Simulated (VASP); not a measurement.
Wanted: the native input for a VASP 6.6.1 run.

| Item | Value |
| --- | --- |
| Task | band structure |
| Functional | AM05 |
| Potentials or basis | VASP PAW PBE potentials, release 64 (Ti_sv, O) |
| Cutoff | 520 eV |
| k mesh | 6 × 6 × 9 |
| Occupations | fermi-dirac, width 0.05 eV |
| Spin | no spin polarisation |
| Further INCAR settings | ALGO = Normal; EDIFF = 1e-06; NBANDS = 33 |

The structure of TiO2 lies in POSCAR:

```
TiO2
1.0
    4.5998373239      0.0000000000      0.0000000000
    0.0000000000      4.5998373239      0.0000000000
    0.0000000000      0.0000000000      2.9592135600
Ti O
2 4
Direct
    0.0000000000      0.0000000000      0.5000000000
    0.5000000000      0.5000000000      0.0000000000
    0.3043213200      0.3043213200      0.5000000000
    0.1956786800      0.8043213200      0.0000000000
    0.8043213200      0.1956786800      0.0000000000
    0.6956786800      0.6956786800      0.5000000000
```

The cell is a database's computed one.

One way to write it, as run:

INCAR

```
SYSTEM = TiO2
  PREC = Accurate
  ENCUT = 520
  EDIFF = 1E-6
  ISMEAR = -1
  SIGMA = 0.05
  LREAL = .False.
  LASPH = .True.
  NELM = 80
  ALGO = Normal
  ISIF = 2
  LWAVE = .False.
  LCHARG = .False.
  LMAXMIX = 4
  GGA = AM
  NBANDS = 33
```

KPOINTS

```
regular mesh
0
Gamma
  6 6 9
  0 0 0
```

KPOINTS_OPT

```
path GXMGZRAZ,XR,MA
10
line-mode
reciprocal
 0.0000000000  0.0000000000  0.0000000000  G
 0.0000000000  0.5000000000  0.0000000000  X

 0.0000000000  0.5000000000  0.0000000000  X
 0.5000000000  0.5000000000  0.0000000000  M

 0.5000000000  0.5000000000  0.0000000000  M
 0.0000000000  0.0000000000  0.0000000000  G

 0.0000000000  0.0000000000  0.0000000000  G
 0.0000000000  0.0000000000  0.5000000000  Z

 0.0000000000  0.0000000000  0.5000000000  Z
 0.0000000000  0.5000000000  0.5000000000  R

 0.0000000000  0.5000000000  0.5000000000  R
 0.5000000000  0.5000000000  0.5000000000  A

 0.5000000000  0.5000000000  0.5000000000  A
 0.0000000000  0.0000000000  0.5000000000  Z

 0.0000000000  0.5000000000  0.0000000000  X
 0.0000000000  0.5000000000  0.5000000000  R

 0.5000000000  0.5000000000  0.0000000000  M
 0.5000000000  0.5000000000  0.5000000000  A
```

Potentials or basis: VASP PAW PBE potentials, release 64 (Ti_sv, O).

Command:

```bash
$ cat potpaw_PBE.64/Ti_sv/POTCAR potpaw_PBE.64/O/POTCAR > POTCAR
$ mpirun -np 1 vasp_std > vasp.out
```

Results of the run:

- Pressure: -1.7 GPa
- Largest force: 0.074 eV/Å
- Band gap on the k mesh: 1.80 eV, direct
- Band gap along the path: 1.80 eV, direct

Caveat: the PAW data sets were made with another functional, which shifts forces and pressure a little.

Wall time 84 s on 1 thread of Intel(R) Xeon(R) 6975P-C (Granite Rapids), with other jobs on the host, peak memory 0.26 GiB.
